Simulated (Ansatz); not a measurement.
# TaN (P-6m2), random displacements

Theory: Ansatz 0.2.0, DFT PBE, scalar-relativistic, plane waves, PAW. The runs took a 420 eV cutoff, a Γ-centred 12×12×10 mesh and Fermi–Dirac smearing (0.02 eV). Spin–orbit coupling is left out, which can shift energies with elements as heavy as these. No spin polarisation. Energies are free energies at this smearing, counted from the undisturbed cell; pressure is positive in compression.

The undisturbed cell (as given, not relaxed at this level; this form isn't the usual structure):

```yaml
crystal:
  lattice:
    - [1.46900, 2.54438, 2.88300]
    - [-1.46900, -2.54438, 2.88300]
    - [4.40700, -2.54438, 0.00000]
  atoms:
    - { symbol: Ta, position: [0.75000, 0.75000, 0.33333] }
    - { symbol: Ta, position: [0.50000, 0.00000, 0.83333] }
    - { symbol: Ta, position: [0.00000, 0.50000, 0.83333] }
    - { symbol: Ta, position: [0.25000, 0.25000, 0.33333] }
    - { symbol: N, position: [0.50000, 0.50000, 0.00000] }
    - { symbol: N, position: [0.25000, 0.75000, 0.50000] }
    - { symbol: N, position: [0.75000, 0.25000, 0.50000] }
    - { symbol: N, position: [0.00000, 0.00000, 0.00000] }
```

The atoms are displaced (Å, in the unstrained cell):

```csv
atom,ux,uy,uz
Ta1,0.119,-0.519,0.000
Ta2,0.041,-0.216,0.133
Ta3,-0.409,0.672,-0.151
Ta4,0.177,-0.342,0.395
N5,0.013,0.337,-0.393
N6,-0.066,-0.005,-0.046
N7,-0.017,-0.106,-0.152
N8,0.144,0.178,0.214
```

Strain (Voigt, engineering shear): (0.0072, -0.0109, -0.0055, -0.0013, -0.0056, 0.0395).

Q: What are the energy change, the stress and the forces?

A: ΔE = 3855.0 meV/atom; stress (xx, yy, zz, yz, xz, xy; compression positive) (76.06, 212.50, 159.35, -27.45, -11.03, -24.02) GPa.
```
atom Fx (eV/Å) Fy Fz
 Ta1      -2.67   10.38    3.08
 Ta2       7.82   25.97  -19.31
 Ta3      21.37  -29.04   -4.90
 Ta4     -17.84   34.69   -4.95
  N5      -0.28  -25.73   23.08
  N6      -4.46  -11.00    8.61
  N7      -3.44   -1.44   -0.56
  N8      -0.50   -3.84   -5.03
```

Cost: 1 run of about 1.2 core-minutes, on AMD EPYC 9R45 (Zen 5) (shared hosts).